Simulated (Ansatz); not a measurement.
## Eu (Fm-3m): majority and minority states

```
Eu
1.0
     0.00000    2.78930    2.78930
     2.78930    0.00000    2.78930
     2.78930    2.78930    0.00000
Eu
1
Direct
  0.00000 0.00000 0.00000
```

Geometry: a structure from the Materials Project; nothing is relaxed.

Settings: PBE, 9×9×9 k mesh, Fermi–Dirac smearing of 0.08 eV. LAPW is all-electron LAPW in Ansatz 0.2.0. Site moments are integrated in spheres about the atoms. Start moments (μB): Eu 7. DFT+U (Dudarev's form): U = 6.0 eV on Eu f.

Density of states, smoothed by a Gaussian of 0.15 eV:

```
E − E_F (eV)  majority (states/eV/cell)  minority (states/eV/cell)
       -7.00                       0.00                       0.00
       -6.60                       0.00                       0.00
       -6.20                       0.00                       0.00
       -5.80                       0.00                       0.00
       -5.40                       0.00                       0.00
       -5.00                       0.00                       0.00
       -4.60                       0.00                       0.00
       -4.20                       0.01                       0.00
       -3.80                       0.05                       0.00
       -3.40                       0.09                       0.01
       -3.00                       1.34                       0.05
       -2.60                      16.74                       0.08
       -2.20                       0.93                       0.11
       -1.80                       0.32                       0.15
       -1.40                       0.47                       0.20
       -1.00                       0.52                       0.28
       -0.60                       0.47                       0.47
       -0.20                       0.64                       0.54
        0.20                       0.98                       0.46
        0.60                       0.90                       0.47
        1.00                       1.04                       0.99
        1.40                       0.84                       0.87
        1.80                       0.49                       0.99
        2.20                       0.73                       0.93
```

Question: What spin moment does the cell carry?

Answer: 7.50 μB. Site moments (μB): Eu 7.35.

Löwdin populations of d and f shells (filled inner shells left out):

| shell | up | down |
| --- | --- | --- |
| Eu 5d | 0.91 | 0.44 |
| Eu 4f | 6.98 | 0.00 |

Spin–orbit coupling is left out although heavy atoms are present. With open f shells a run can end in a state that isn't the lowest. These are results for the start and cell typed. The real compound can order otherwise, in a larger cell, or not at all, since semilocal functionals at zero temperature often overstate magnetism.
